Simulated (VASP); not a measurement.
# Al2Cu (I4/mcm) in VASP: single point with PBE

Aim: the single point of Al2Cu with PBE.

Program: VASP 6.6.1. These are calculated values, not measurements. Logs are shortened: lines on timing, memory, paths and dates and some standing lists are left out, and cuts for length are marked.

## 1. The crystal as given

It takes space group I4/mcm (No. 140, tetragonal). The conventional cell has a = 6.067 Å, b = 6.067 Å, c = 4.877 Å, α = 90.00°, β = 90.00°, γ = 90.00°. Around Al (site symmetry m2m) lie 4 Cu at 2.59 Å and 3 Al at 2.71 to 2.90 Å. Cu (site symmetry 422) has 2 Cu at 2.44 Å and 8 Al at 2.59 Å as nearest neighbours.

## 2. Single point, PBE

File INCAR:

```
SYSTEM = Al2Cu
  PREC = Accurate
  ENCUT = 520
  EDIFF = 1E-6
  ISMEAR = 0
  SIGMA = 0.1
  LREAL = .FALSE.
  LASPH = .TRUE.
  NELM = 100
  ALGO = Normal
  ISIF = 2
  LWAVE = .FALSE.
  LCHARG = .FALSE.
  GGA = PE
  NBANDS = 26
```

File KPOINTS:

```
Automatic mesh
0
G
  4 4 4
  0 0 0
```

File POSCAR:

```
Al2Cu
1.0
   -3.0335000000      3.0335000000      2.4385000000
    3.0335000000     -3.0335000000      2.4385000000
    3.0335000000      3.0335000000     -2.4385000000
Al Cu
4 2
Direct
    0.1581000000      0.6581000000      0.8162000000
    0.6581000000      0.8419000000      0.5000000000
    0.8419000000      0.3419000000      0.1838000000
    0.3419000000      0.1581000000      0.5000000000
    0.7500000000      0.7500000000      0.0000000000
    0.2500000000      0.2500000000      0.0000000000
```

Potentials or basis: VASP PAW PBE potentials, release 64 (Al, Cu).

On the command line:

```
$ cat potpaw_PBE.64/Al/POTCAR potpaw_PBE.64/Cu/POTCAR > POTCAR
$ mpirun -np 1 vasp_std > vasp.out
```

OUTCAR:

```text
SYSTEM = Al2Cu
   PREC = Accurate
   ENCUT = 520
   EDIFF = 1E-6
   ISMEAR = 0
   LREAL = .FALSE.
   LASPH = .TRUE.
   NELM = 100
   ISIF = 2
   GGA = PE

 ion  position               nearest neighbor table
   1  0.158  0.658  0.816-   5 2.59   6 2.59   5 2.59   6 2.59   3 2.71   3 2.90   3 2.90   2 3.10
                             4 3.10   4 3.10   2 3.10   2 3.23   4 3.23   4 3.23   2 3.23
   2  0.658  0.842  0.500-   5 2.59   5 2.59   6 2.59   6 2.59   4 2.71   4 2.90   4 2.90   1 3.10
                             3 3.10   1 3.10   3 3.10   1 3.23   3 3.23   3 3.23   1 3.23
   3  0.842  0.342  0.184-   5 2.59   6 2.59   5 2.59   6 2.59   1 2.71   1 2.90   1 2.90   4 3.10
                             2 3.10   2 3.10   4 3.10   4 3.23   2 3.23   4 3.23   2 3.23
   4  0.342  0.158  0.500-   6 2.59   6 2.59   5 2.59   5 2.59   2 2.71   2 2.90   2 2.90   1 3.10
                             3 3.10   1 3.10   3 3.10   1 3.23   3 3.23   1 3.23   3 3.23
   5  0.750  0.750  0.000-   6 2.44   6 2.44   1 2.59   3 2.59   1 2.59   3 2.59   2 2.59   2 2.59
                             4 2.59   4 2.59
   6  0.250  0.250  0.000-   5 2.44   5 2.44   1 2.59   3 2.59   1 2.59   3 2.59   4 2.59   4 2.59
                             2 2.59   2 2.59

  LATTYP: Found a body centered tetragonal cell.
 ALAT       =     6.0670000000
 C/A-ratio  =     0.8038569309

  Lattice vectors:

 A1 = (  -3.0335000000,   3.0335000000,   2.4385000000)
 A2 = (   3.0335000000,  -3.0335000000,   2.4385000000)
 A3 = (   3.0335000000,   3.0335000000,  -2.4385000000)

Analysis of symmetry for initial positions (statically):
=====================================================================
 Subroutine PRICEL returns:
 Original cell was already a primitive cell.

 Routine SETGRP: Setting up the symmetry group for a
 body centered tetragonal supercell.

 Subroutine GETGRP returns: Found 16 space group operations
 (whereof  8 operations were pure point group operations)
 out of a pool of 16 trial point group operations.

The static configuration has the point symmetry C_4h.
 The point group associated with its full space group is D_4h.

Analysis of symmetry for dynamics (positions and initial velocities):
=====================================================================
 Subroutine PRICEL returns:
 Original cell was already a primitive cell.

 Routine SETGRP: Setting up the symmetry group for a
 body centered tetragonal supercell.

 Subroutine GETGRP returns: Found 16 space group operations
 (whereof  8 operations were pure point group operations)
 out of a pool of 16 trial point group operations.

The dynamic configuration has the point symmetry C_4h.
 The point group associated with its full space group is D_4h.

 Subroutine INISYM returns: Found 16 space group operations
 (whereof  8 operations are pure point group operations),
 and found     1 'primitive' translations

----------------------------------------------------------------------------------------

                                     Primitive cell

  volume of cell :      89.7575

  direct lattice vectors                    reciprocal lattice vectors
    -3.033500000  3.033500000  2.438500000     0.000000000  0.164826108  0.205044084
     3.033500000 -3.033500000  2.438500000     0.164826108  0.000000000  0.205044084
     3.033500000  3.033500000 -2.438500000     0.164826108  0.164826108  0.000000000

  length of vectors
     4.934625290  4.934625290  4.934625290     0.263079309  0.263079309  0.233099318

  position of ions in fractional coordinates (direct lattice)
     0.158100000  0.658100000  0.816200000
     0.658100000  0.841900000  0.500000000
     0.841900000  0.341900000  0.183800000
     0.341900000  0.158100000  0.500000000
     0.750000000  0.750000000  0.000000000
     0.250000000  0.250000000  0.000000000

  ion indices of the primitive-cell ions
   primitive index   ion index
                 1           1
                 2           2
                 3           3
                 4           4
                 5           5
                 6           6

----------------------------------------------------------------------------------------

 KPOINTS: Automatic mesh

Automatic generation of k-mesh.
 Grid dimensions read from file:
 generate k-points for:    4    4    4

 Generating k-lattice:

  Cartesian coordinates                     Fractional coordinates (reciprocal lattice)
     0.000000000  0.041206527  0.051261021     0.250000000 -0.000000000  0.000000000
     0.041206527  0.000000000  0.051261021    -0.000000000  0.250000000  0.000000000
     0.041206527  0.041206527  0.000000000     0.000000000  0.000000000  0.250000000

  Length of vectors
     0.065769827  0.065769827  0.058274830

  Shift w.r.t. Gamma in fractional coordinates (k-lattice)
     0.000000000  0.000000000  0.000000000

 Subroutine IBZKPT returns following result:
 ===========================================

 Found     13 irreducible k-points:

 Following reciprocal coordinates:
            Coordinates               Weight
  0.000000  0.000000  0.000000      1.000000
  0.250000 -0.000000  0.000000      8.000000
  0.500000 -0.000000  0.000000      4.000000
  0.250000  0.250000  0.000000      8.000000
  0.500000  0.250000  0.000000     16.000000
 -0.250000  0.250000  0.000000      4.000000
  0.500000  0.500000  0.000000      2.000000
  0.250000  0.250000  0.250000      2.000000
 -0.250000  0.250000  0.250000      4.000000
  0.500000  0.500000  0.250000      4.000000
 -0.250000  0.500000  0.250000      8.000000
 -0.250000 -0.250000  0.250000      2.000000
  0.500000  0.500000  0.500000      1.000000
   k-points           NKPTS =     13   k-points in BZ     NKDIM =     13   number of bands    NBANDS=     26
   number of dos      NEDOS =    301   number of ions     NIONS =      6
   total plane-waves  NPLWV =  64000
   dimension x,y,z NGX =    40 NGY =   40 NGZ =   40
   dimension x,y,z NGXF=    80 NGYF=   80 NGZF=   80
   ions per type =               4   2
   NGX,Y,Z   is equivalent  to a cutoff of  13.48, 13.48, 13.48 a.u.
   NGXF,Y,Z  is equivalent  to a cutoff of  26.95, 26.95, 26.95 a.u.
 SYSTEM =  Al2Cu
   PREC   = accura    normal or accurate (medium, high low for compatibility)
   ISTART =      0    job   : 0-new  1-cont  2-samecut
   ICHARG =      2    charge: 1-file 2-atom 10-const
   ISPIN  =      1    spin polarized calculation?
   LNONCOLLINEAR =      F non collinear calculations
   LSORBIT =      F    spin-orbit coupling
   LASPH  =      T    aspherical Exc in radial PAW
   ENCUT  =  520.0 eV  38.22 Ry    6.18 a.u.   9.18  9.18  9.18*2*pi/ulx,y,z
   NELM   =    100;   NELMIN=  2; NELMDL= -5     # of ELM steps
   EDIFF  = 0.1E-05   stopping-criterion for ELM
   LREAL  =      F    real-space projection
   EDIFFG = 0.1E-04   stopping-criterion for IOM
   NSW    =      0    number of steps for IOM
   IBRION =     -1    ionic relax: 0-MD 1-quasi-New 2-CG
   NFREE  =      0    steps in history (QN), initial steepest desc. (CG)
   ISIF   =      2    stress and relaxation
   ISYM   =      2    0-nonsym 1-usesym 2-fastsym
   POTIM  = 0.5000    time-step for ionic-motion
   TEBEG  =    0.0;   TEEND  =   0.0 temperature during run
   PSTRESS=    0.0 pullay stress
   NELECT =      34.0000    total number of electrons
   NUPDOWN=      -1.0000    fix difference up-down
   EMIN   =  10.00;   EMAX   =-10.00  energy-range for DOS
   EFERMI =   0.00;   METHOD = LEGACY
   ISMEAR =     0;   SIGMA  =   0.10  broadening in eV -4-tet -1-fermi 0-gaus
   EFERMI_NEDOS =   21; number of points for ismear=-14 and -15
   IALGO  =     38    algorithm
   IMIX   =      4    mixing-type and parameters
     AMIX     =   0.40;   BMIX     =  1.00
     AMIX_MAG =   1.60;   BMIX_MAG =  1.00
  volume/ion in A,a.u.               =      14.96       100.95
  Fermi-wavevector in a.u.,A,eV,Ry     =   1.184525  2.238428 19.090326  1.403099
  Thomas-Fermi vector in A             =   2.320737
   LORBIT       =      0    0 simple, 1 ext, 2 COOP (PROOUT), +10 PAW based schemes
   GGA     = PE    functional components
   LHFCALC =     F    Hartree Fock is set to
   AEXX    =    0.0000 exact exchange contribution
   IVDW    =     0    specifies the selected vdW correction
   LEPSILON=     F    determine dielectric tensor
   LRPA    =     F    only Hartree local field effects (RPA)
 non-spin polarized calculation
 Gauss-broadening in eV      SIGMA  =   0.10
  energy-cutoff  :      520.00
  volume of cell :       89.76
 maximum number of plane-waves:      2432
 NGX is ok and might be reduce to    40
   NGX = 19   NGY = 19   NGZ = 19

 number of electron      33.9999978 magnetization

 Free energy of the ion-electron system (eV)
  ---------------------------------------------------
  ext. energy  EPLUGINS =         0.00000000
  ---------------------------------------------------
  free energy    TOTEN  =       -23.11522994 eV

  energy without entropy =      -23.10073641  energy(sigma->0) =      -23.10798317

 E-fermi :   8.0337     XC(G=0): -10.8415

 val. band max:        8.0284432769   @ k =  -0.2500   0.5000   0.2500
 cond. band min:       8.0887668222   @ k =  -0.2500  -0.2500   0.2500
 fundamental gap:      0.0603235453
 Fermi energy:         8.0336733586

 k-point     1 :       0.0000    0.0000    0.0000
  band No.  band energies     occupation
      1      -2.7873      2.00000
      2       2.6446      2.00000
      3       2.8456      2.00000
      4       2.8456      2.00000
      5       2.8620      2.00000
      6       3.7541      2.00000
[... 18 lines left out ...]
     25      13.1614      0.00000
     26      13.7159      0.00000

 k-point     2 :       0.2500   -0.0000    0.0000
  band No.  band energies     occupation
      1      -2.1384      2.00000
      2       2.3276      2.00000
      3       2.6004      2.00000
      4       2.8055      2.00000
      5       2.9778      2.00000
      6       3.5930      2.00000
[... 18 lines left out ...]
     25      13.8894      0.00000
     26      14.2450      0.00000

 k-point     3 :       0.5000   -0.0000    0.0000
  band No.  band energies     occupation
      1      -0.2486      2.00000
      2      -0.2486      2.00000
      3       2.6609      2.00000
      4       2.6609      2.00000
      5       3.1761      2.00000
      6       3.1761      2.00000
[... 18 lines left out ...]
     25      15.4191      0.00000
     26      15.4191      0.00000

 k-point     4 :       0.2500    0.2500    0.0000
  band No.  band energies     occupation
      1      -0.7319      2.00000
      2       1.0922      2.00000
      3       1.1652      2.00000
      4       2.5653      2.00000
      5       3.3785      2.00000
      6       3.5055      2.00000
[... 18 lines left out ...]
     25      13.6757      0.00000
     26      14.3985      0.00000

 k-point     5 :       0.5000    0.2500    0.0000
  band No.  band energies     occupation
      1      -1.1403      2.00000
      2       0.7602      2.00000
      3       1.6924      2.00000
      4       2.8102      2.00000
      5       3.0981      2.00000
      6       3.3531      2.00000
[... 18 lines left out ...]
     25      13.9477      0.00000
     26      14.3321      0.00000

 k-point     6 :      -0.2500    0.2500    0.0000
  band No.  band energies     occupation
      1      -2.2791      2.00000
      2       1.4741      2.00000
      3       2.7454      2.00000
      4       2.8894      2.00000
      5       2.9933      2.00000
      6       3.5622      2.00000
[... 108 lines left out ...]
 k-point    10 :       0.5000    0.5000    0.2500
  band No.  band energies     occupation
      1      -0.3616      2.00000
      2      -0.2381      2.00000
      3       2.7084      2.00000
      4       2.7860      2.00000
      5       2.7953      2.00000
      6       3.0554      2.00000
[... 18 lines left out ...]
     25      15.2868      0.00000
     26      15.4297      0.00000

 k-point    11 :      -0.2500    0.5000    0.2500
  band No.  band energies     occupation
      1      -0.1650      2.00000
      2       0.8733      2.00000
      3       1.6281      2.00000
      4       1.6302      2.00000
      5       2.9118      2.00000
      6       3.1847      2.00000
[... 18 lines left out ...]
     25      14.0018      0.00000
     26      15.6293      0.00000

 k-point    12 :      -0.2500   -0.2500    0.2500
  band No.  band energies     occupation
      1      -1.2225      2.00000
      2       2.1753      2.00000
      3       2.1753      2.00000
      4       2.2830      2.00000
      5       2.7739      2.00000
      6       3.2566      2.00000
[... 18 lines left out ...]
     25      14.9781      0.00000
     26      14.9781      0.00000

 k-point    13 :       0.5000    0.5000    0.5000
  band No.  band energies     occupation
      1       0.9863      2.00000
      2       1.0396      2.00000
      3       1.1670      2.00000
      4       1.1670      2.00000
      5       2.6539      2.00000
      6       3.1535      2.00000
[... 18 lines left out ...]
     25      15.6405      0.00000
     26      15.6405      0.00000

------------------------ aborting loop because EDIFF is reached ----------------------------------------

  FORCE on cell =-STRESS in cart. coord.  units (eV):
  Direction    XX          YY          ZZ          XY          YZ          ZX
  --------------------------------------------------------------------------------------
  -------------------------------------------------------------------------------------
  Total        0.7773615      0.7773615     -1.8780704      0.0000000      0.0000000      0.0000000
  in kB       13.8759546     13.8759546    -33.5236813      0.0000000      0.0000000      0.0000000
  external PRESSURE =      -1.9239240 kB  Pullay stress =       0.0000000 kB

 VOLUME and BASIS-vectors are now :
 -----------------------------------------------------------------------------
  energy-cutoff  :      520.00
  volume of cell :       89.76
      direct lattice vectors                 reciprocal lattice vectors
    -3.033500000  3.033500000  2.438500000     0.000000000  0.164826108  0.205044084
     3.033500000 -3.033500000  2.438500000     0.164826108  0.000000000  0.205044084
     3.033500000  3.033500000 -2.438500000     0.164826108  0.164826108  0.000000000

 POSITION                                       TOTAL-FORCE (eV/Angst)
 -----------------------------------------------------------------------------------
      3.99269      0.95919     -0.00000        -0.028216     -0.028216     -0.000000
      2.07431      0.95919      2.43850         0.028216     -0.028216     -0.000000
     -0.95919      2.07431      2.43850         0.028216      0.028216      0.000000
      0.95919      2.07431      0.00000        -0.028216      0.028216     -0.000000
      0.00000      0.00000      3.65775        -0.000000      0.000000     -0.000000
      0.00000      0.00000      1.21925        -0.000000      0.000000     -0.000000
 -----------------------------------------------------------------------------------
    total drift:                               -0.000000     -0.000000      0.000000

  FREE ENERGIE OF THE ION-ELECTRON SYSTEM (eV)
  ---------------------------------------------------
  free  energy   TOTEN  =       -23.1152299353 eV

  energy  without entropy=      -23.1007364065  energy(sigma->0) =      -23.10798317
```

Run time: 33 s. Hardware: 1 thread of AMD EPYC 9R45 (Zen 5), shared host; peak memory 0.19 GiB.

Results:

```yaml
Free_energy: -23.1152 eV
Pressure: -0.2 GPa
Largest_force: 0.040 eV/Å
Band_gap_on_the_k_mesh: none (metal or under the smearing width)
```

Forces in eV/Å, atoms in the order of the input:
```
Al  -0.028 -0.028  0.000
Al   0.028 -0.028  0.000
Al   0.028  0.028  0.000
Al  -0.028  0.028  0.000
Cu   0.000  0.000  0.000
Cu   0.000  0.000  0.000
```

Levels at points of the mesh, in eV from the Fermi level:
```tsv
k point	band 14	band 15	band 16	band 17	band 18	band 19	band 20	band 21	band 22	band 23
(0.00, 0.00, 0.00)	-2.09	-1.42	-1.27	-1.27	-0.95	-0.50	-0.06	1.30	1.30	1.57
(0.50, 0.00, 0.00)	-3.18	-2.70	-2.70	0.11	0.11	3.90	3.90	4.18	4.18	4.39
(0.50, 0.50, 0.00)	-2.88	-1.53	-1.40	-1.12	-0.78	0.64	1.12	4.51	4.68	5.11
(0.50, 0.50, 0.50)	-3.32	-3.32	-1.94	2.43	2.86	2.86	3.21	3.87	4.56	4.56
```

Caveat: the k mesh is coarse (spacing up to 0.41 Å⁻¹), so the values aren't converged.
